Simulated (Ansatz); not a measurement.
MgI2 built on the fluorite prototype, relaxed with r2SCAN, was run in Ansatz 0.2.0 under altered settings. All numbers are computed, without spin polarisation but where a row says otherwise.

```yaml
crystal:
  lattice:
    - [0.00000, 3.75572, 3.75572]
    - [3.75572, 0.00000, 3.75572]
    - [3.75572, 3.75572, 0.00000]
  atoms:
    - { symbol: Mg, position: [0.00000, 0.00000, 0.00000] }
    - { symbol: I, position: [0.25000, 0.25000, 0.25000] }
    - { symbol: I, position: [0.75000, 0.75000, 0.75000] }
```

The base run's other keys:
```yaml
kpoints:
  mp_grid: { grid: [4, 4, 4] }
hamiltonian:
  xc: hse06
scf:
  occupations: { method: fixed }
  n_extra_bands: 4
```

It takes 12 iterations with 2085 plane waves at 420 eV and 8 k points, and leaves a mean stress of -0.45 GPa. The gap over this mesh is 1.427 eV.

Outcomes, with energy and stress as changes against the base:
```tsv
setting	outcome	ΔF (meV/atom)	Δ mean stress (GPa)	gap on the mesh (eV)	iterations
hamiltonian.xc: r2scan50 (cutoff then 500 eV)	converged	–	-0.4	3.827	16
PBE hybrid, exx coeff 0.75, omega 0.5 1/Å	converged	–	-0.5	1.914	17
```
A dash marks a value that wasn't obtained or can't be compared. Stress is positive in compression.

- hamiltonian.xc: r2scan50. The cutoff follows the functional, from 420 to 500 eV. The mean stress moves by -0.4 GPa and the gap on the mesh by +2.400 eV (to 3.827). It's another functional on the same cell, so totals aren't comparable.
- PBE hybrid, exx coeff 0.75, omega 0.5 1/Å. That is 75 % exact exchange, screened with ω = 0.5 1/Å, against HSE06's 25 % screened at 0.208 1/Å. The mean stress moves by -0.5 GPa and the gap on the mesh by +0.488 eV (to 1.914). Totals of different functionals aren't comparable.

Spin-orbit coupling is left out, which matters wherever the heavy atoms make up the band edges.

The stress of a hybrid is loosely converged in these runs.

The meshes of the hybrids are coarse, so their gaps aren't converged to the digits shown.
